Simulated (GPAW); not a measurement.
AlNi3, 4 atoms in the cell. Symmetry: Fm-3m, No. 225, cubic system. The conventional cell has a = 5.604 Å, b = 5.604 Å, c = 5.604 Å, α = 90.00°, β = 90.00°, γ = 90.00°. Ni (site symmetry -43m) has 4 Al at 2.43 Å and 4 Ni at 2.43 Å as nearest neighbours. Ni (site symmetry m-3m) is surrounded by 8 Ni at 2.43 Å. Al (site symmetry m-3m) is surrounded by 8 Ni at 2.43 Å. The cell comes from a database or a generator and needn't be the stable form of this composition.

* Program: GPAW 26.7.0
* Task: band structure
* Functional: PBEsol
* Potentials or basis: PAW data sets generated in the run's folder for this functional
* Cutoff: 600 eV
* Basis: pw
* k mesh: 7 × 7 × 7
* Occupations: fermi-dirac, width 0.05 eV
* Spin: collinear spin, ferromagnetic start
* Starting moments: [1.0, 1.0, 1.0, 0.0] μB
* Maxiter: 150
* Band path: GXWKGLUWLK,UX
* Band points: 60

Potentials or basis: PAW data sets generated in the run's folder for this functional, pw.

Command:

```sh
$ gpaw-setup -f PBEsol Al Ni
$ OMP_NUM_THREADS=1 python run.py
```

Hardware: 1 thread of Arm Neoverse N1, on a shared host.

Question: Estimate the wall time of this run.

Answer: Wall time 6.5 min on 1 thread of Arm Neoverse N1, on a shared host, peak memory 0.45 GiB. Counts: scf iterations 20, plane waves 1480, bands 45, k points 20.
